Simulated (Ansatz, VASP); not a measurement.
## One calculation of Mg, two programs

```
Mg
1.0
    -1.47650    1.47650    1.47650
     1.47650   -1.47650    1.47650
     1.47650    1.47650   -1.47650
Mg
1
Cartesian
  0.0000 0.0000 0.0000
```

Alike in both runs: task relaxation of cell and atoms; functional r2SCAN; k mesh 18 × 18 × 18; occupations fermi-dirac, width 0.08 eV; no spin polarisation.

|  | VASP | Ansatz |
| --- | --- | --- |
| version | VASP 6.6.1 | Ansatz 0.2.0 |
| potentials or method | VASP PAW PBE potentials, release 64 (Mg) | PAW with Ansatz's default frozen-core files, scalar-relativistic |
| plane-wave cutoff (eV) | 600 | 500 |
| valence electrons in the cell | 2 | 10 |

|  | VASP | Ansatz | Ansatz less VASP |
| --- | --- | --- | --- |
| relaxed volume (Å³/atom) | 22.38 | 22.52 | +0.144 |
| relaxed cell length with the largest relative difference (Å) | 3.075 | 3.081 | +0.0066 |
| energy change over the relaxation (meV/atom) | -1195 | -1207 | -12.1 |

The two sets of potentials don't hold the same shells in valence.

Caveats: the volume moved by over 15 % at a fixed basis, so the end points are rough (VASP); the PAW data sets were made with another functional, which shifts forces and pressure a little (VASP). Zero-point motion and thermal expansion aren't in these numbers.
